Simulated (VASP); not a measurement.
Wanted: the native input for a VASP 6.6.1 run.

```yaml
Task: single point
Functional: LDA
Potentials_or_basis: VASP PAW LDA potentials, release 64 (Cu, I)
Cutoff: 520 eV
k_mesh: 5 × 5 × 5
Occupations: gaussian, width 0.05 eV
Spin: collinear spin, antiferromagnetic start
Starting_moments: "[0.6, -0.6, 0.0, 0.0, 0.0, 0.0] μB"
Supercell_matrix: "[1, 1, 0, -1, 1, 0, 0, 0, 1]"
Further_INCAR_settings: ALGO = Fast; EDIFF = 1e-06; NBANDS = 38
```

The structure of CuI2 lies in POSCAR:

```
CuI2
1.0
    3.5112550600      3.5112550600      7.0225101200
    3.5112550600     -3.5112550600      0.0000000000
    3.5112550600      3.5112550600      0.0000000000
Cu I
2 4
Direct
    0.0000000000      0.0000000000      0.0000000000
    0.5000000000      0.5000000000      0.0000000000
    0.2500000000      0.0000000000      0.2500000000
    0.7500000000      0.5000000000      0.2500000000
    0.7500000000      0.0000000000      0.7500000000
    0.2500000000      0.5000000000      0.7500000000
```

The cell comes from a database or a generator and needn't be the stable form of this composition.

One way to write it, as run:

INCAR

```
SYSTEM = CuI2
  PREC = Accurate
  ENCUT = 520
  EDIFF = 1E-6
  ISMEAR = 0
  SIGMA = 0.05
  LREAL = .FALSE.
  LASPH = .TRUE.
  NELM = 60
  ALGO = Fast
  ISIF = 2
  LWAVE = .FALSE.
  LCHARG = .FALSE.
  ISPIN = 2
  MAGMOM = 0.6 -0.6 0 0 0 0
  LORBIT = 11
  LMAXMIX = 4
  GGA = CA
  NBANDS = 38
```

KPOINTS

```
Automatic mesh
0
G
  5 5 5
  0 0 0
```

Potentials or basis: VASP PAW LDA potentials, release 64 (Cu, I).

The run is started by

```console
$ cat potpaw_LDA.64/Cu/POTCAR potpaw_LDA.64/I/POTCAR > POTCAR
$ mpirun -np 1 vasp_std > vasp.out
```

It gave:

```
Pressure                                              : -1.9 GPa
Band gap on the k mesh                                : none (metal or under the smearing width)
Net moment                                            : 0.00 μB per cell
Valence electrons inside the program's atomic spheres : Cu 9.73; I 4.24
```

Caveat: semilocal functionals often make such compounds metallic where correlation or magnetic order opens a gap, which also shifts bond lengths.

Wall time 4.1 min on 1 thread of Intel(R) Xeon(R) 6975P-C (Granite Rapids), with other jobs on the host, peak memory 0.34 GiB.
